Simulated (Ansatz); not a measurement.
# HfN: moving N off its site

HfN, Fm-3m, a = 4.518 Å (as given, not relaxed at this level: 1.4 GPa). Ansatz: r2SCAN, PAW, 500 eV, Γ-centred 18×18×18 mesh on 2 atoms, Gaussian smearing 0.15 eV; no spin polarisation.

```xyz
2
Lattice="0.0000 2.2590 2.2590 2.2590 0.0000 2.2590 2.2590 2.2590 0.0000" Properties=species:S:1:pos:R:3 pbc="T T T"
Hf    0.0000    0.0000    0.0000
N     2.2590    2.2590    2.2590
```

Atom 2 (N) moves by x along the unit vector (0.000, -0.707, -0.707), with its periodic images; all else is held. y is the free energy of the cell over the start, F the force along the path summed over the moved atoms. Symmetry makes y even in x.

```
 x (Å) y (meV) F (eV/Å)
-0.200        ?         ?
-0.100     58.8      1.17
 0.000      0.0      0.00
 0.050     14.7     -0.59
 0.075     33.1     -0.88
 0.125     91.6     -1.46
 0.150    131.6     -1.74
 0.175    178.6     -2.02
```

Task: Fit y = c2 x² + c4 x⁴ to the energies of the other rows, give the force constant, and predict energy and force of the missing row.

Result: Least squares on the rows shown. y = 5897.2 x² − 2139.2 x⁴. The force constant is 2 c2 = 11.8 eV/Å² (for all images moving together, not for a lone atom). With two atoms in a cubic cell this is the optical mode at Γ (in a metal it hangs on mesh and smearing): ω = 521.5 √(2 c2/μ) = 497 cm⁻¹ for μ = 12.99 u. The force −dy/dx at the missing row is 2.29 eV/Å (computed 2.31). At x = -0.200 the fit asked for gives 232.5 meV. The run gave 232.8 meV, so the fit is 0.3 meV too low, a small miss on the scale of the series.

The cell has an odd number of electrons and ran without spin polarisation, so a magnetic or disproportionated state may lie lower. Spin–orbit coupling is left out, which can shift energies with elements as heavy as these.